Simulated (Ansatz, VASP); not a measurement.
**AlN in VASP and in Ansatz**

The input POSCAR:

```
AlN
1.0
    0.0000000000      1.9780000000      1.9780000000
    1.9780000000      0.0000000000      1.9780000000
    1.9780000000      1.9780000000      0.0000000000
Al N
1 1
Direct
    0.0000000000      0.0000000000      0.0000000000
    0.5000000000      0.5000000000      0.5000000000
```

INCAR.step1

```
SYSTEM = AlN
  ALGO = Normal
  EDIFF = 1E-4
  ENCUT = 520
  GGA = PE
  ISMEAR = -1
  LASPH = .True.
  LCHARG = .False.
  LREAL = .False.
  LWAVE = .True.
  NBANDS = 11
  NELM = 80
  PREC = Accurate
  SIGMA = 0.01
```

INCAR.step2

```
SYSTEM = AlN
  ALGO = Normal
  EDIFF = 1E-8
  ENCUT = 520
  ISIF = 2
  ISMEAR = -1
  ISTART = 1
  LASPH = .True.
  LCHARG = .False.
  LEFG = .True.
  LMIXTAU = .True.
  LREAL = .False.
  LWAVE = .False.
  METAGGA = R2SCAN
  NBANDS = 11
  NELM = 80
  PREC = Accurate
  SIGMA = 0.01
```

File KPOINTS:

```
k-points
0
Gamma
  12 12 12
  0 0 0
```

Input for Ansatz:

```yaml
crystal:
  lattice:
    - [0.0, 1.978, 1.978]
    - [1.978, 0.0, 1.978]
    - [1.978, 1.978, 0.0]
  atoms:
    - { symbol: Al, position: [0.0, 0.0, 0.0] }
    - { symbol: "N", position: [0.5, 0.5, 0.5] }
kpoints:
  mp_grid: { grid: [12, 12, 12] }
  band_path:
    path:
      - [0.0, 0.0, 0.0]
      - [0.5, 0.0, 0.5]
      - [0.625, 0.25, 0.625]
      - [0.375, 0.375, 0.75]
      - [0.0, 0.0, 0.0]
      - [0.5, 0.5, 0.5]
      - [0.5, 0.25, 0.75]
      - [0.5, 0.0, 0.5]
    npoints: 5
scf:
  occupations: { method: fermi_dirac, width: 0.01 }
hamiltonian:
  xc: r2scan
  pseudopotentials: { kind: paw }
output:
  forces: true
  stress: true
  eigenvalues: true
  efg: { contact_densities: true }
```

Alike in both runs: task electric field gradients; functional r2SCAN; k mesh 12 × 12 × 12; occupations fermi-dirac, width 0.01 eV; no spin polarisation.

```csv
,VASP,Ansatz
version,VASP 6.6.1,Ansatz 0.2.0
potentials or method,"VASP PAW PBE potentials, release 64 (Al, N)","PAW with Ansatz's default frozen-core files, scalar-relativistic"
plane-wave cutoff (eV),520,500
valence electrons in the cell,8,8
```

```csv
,VASP,Ansatz,Ansatz less VASP
gap on the k mesh at the Fermi level (eV),5.87,5.90,+0.036
pressure (GPa),18.2,19.1,+0.86
Vzz of the field gradient on the site that differs most (V/Å²),0.0,0.0,0.00
```

With one functional, cell and mesh, what is left measures potentials, basis and numerics.

Caveats: so large a pressure means that the cell lies far from this level's equilibrium, or that cutoff or potentials fall short (VASP); the potentials were made for another functional, which shifts forces and pressure (VASP). A k mesh can miss the band edges. r2SCAN opens gaps a little over a GGA but as a rule still falls short of measured ones.
